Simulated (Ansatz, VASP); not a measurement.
# GaAs: VASP beside Ansatz

```
Ga As
1.0
     0.00000    2.87278    2.87278
     2.87278    0.00000    2.87278
     2.87278    2.87278    0.00000
Ga As
1 1
Cartesian
  0.0000 0.0000 0.0000
  1.4364 1.4364 1.4364
```

The cell was relaxed by an earlier calculation.

Alike in both runs: task single point; functional PBE; k mesh 13 × 13 × 13; occupations fermi-dirac, width 0.05 eV; no spin polarisation.

```csv
,VASP,Ansatz
version,VASP 6.6.1,Ansatz 0.2.0
potentials or method,"VASP PAW PBE potentials, release 64 (Ga_d, As), cutoff 520 eV","all-electron LAPW, scalar-relativistic"
```

```csv
,VASP,Ansatz,Ansatz less VASP
pressure (GPa),0.2,0.0,-0.17
```

Ansatz ran all-electron here, so the differences hold the error of VASP's frozen core and of both bases.
